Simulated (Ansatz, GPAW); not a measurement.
Given: the input of a run of Ansatz 0.2.0 on Hf (Hafnium). 

Contents of input.yaml:

```yaml
crystal:
  lattice:
    - [3.1967, 0.0, 0.0]
    - [-1.59835, 2.7684234083, 0.0]
    - [0.0, 0.0, 5.0578]
  atoms:
    - { symbol: Hf, position: [0.6666666667, 0.3333333333, 0.75] }
    - { symbol: Hf, position: [0.3333333333, 0.6666666667, 0.25] }
kpoints:
  mp_grid: { grid: [10, 10, 5] }
scf:
  occupations: { method: gaussian, width: 0.024 }
hamiltonian:
  xc: pbe
  pseudopotentials: { kind: all_electron, lapw: { basis_error: 0.001 } }
output:
  forces: true
  stress: true
  eigenvalues: true
```

Potentials or basis: all-electron LAPW, scalar-relativistic.

The run is started by

```console
$ ansatz run input.yaml --threads 1 --pin off --max-ram 3072MiB --backend cpu --events-out ev --progress --plain --runs-dir out
```

**Question.** Translate it to GPAW 26.7.0 (ASE script). Potentials or basis there: GPAW PAW data sets (gpaw-data 1.2.1), cutoff 600 eV.

**Answer.** As run (cutoffs and basis follow the program's own potentials, and thresholds, step limits or extra output files can differ):

File run.py:

```python
from ase.dft.bandgap import bandgap
from ase.io import read, write
from ase.units import GPa
from gpaw import GPAW, PW

atoms = read('POSCAR')

calc = GPAW(mode=PW(600),
            xc='PBE',
            kpts={'size': (10, 10, 5), 'gamma': True},
            occupations={'name': 'methfessel-paxton', 'order': 0, 'width': 0.024},
            nbands=24,
            convergence={'density': 1e-05, 'energy': 1e-05},
            maxiter=150,
            txt='gpaw.txt')
atoms.calc = calc
energy = atoms.get_potential_energy()
forces = atoms.get_forces()
stress = atoms.get_stress()
calc.write('gs.gpw')
write('result.traj', atoms)
print(f'Energy: {energy:.6f} eV')
print('Forces (eV/A):')
print(forces.round(4))
print('Stress (GPa):', (stress / GPa).round(3))
print('Fermi level:', round(calc.get_fermi_level(), 4), 'eV')
print(f'Gap: {bandgap(calc)[0]:.4f} eV, direct: {bandgap(calc, direct=True)[0]:.4f} eV')
```

The input POSCAR:

```
Hf
1.0
    3.1967000000      0.0000000000      0.0000000000
   -1.5983500000      2.7684234083      0.0000000000
    0.0000000000      0.0000000000      5.0578000000
Hf
2
Direct
    0.6666666667      0.3333333333      0.7500000000
    0.3333333333      0.6666666667      0.2500000000
```

Potentials or basis: GPAW PAW data sets (gpaw-data 1.2.1), pw.

Run with:

```console
$ OMP_NUM_THREADS=1 python run.py
```

Both were run:

|  | Ansatz | GPAW |
| --- | --- | --- |
| Pressure | 0.6 GPa | 0.9 GPa |

Where Ansatz's input types no cutoff or centring, it takes its own default and a Γ-centred mesh.

Pressure is positive in compression.
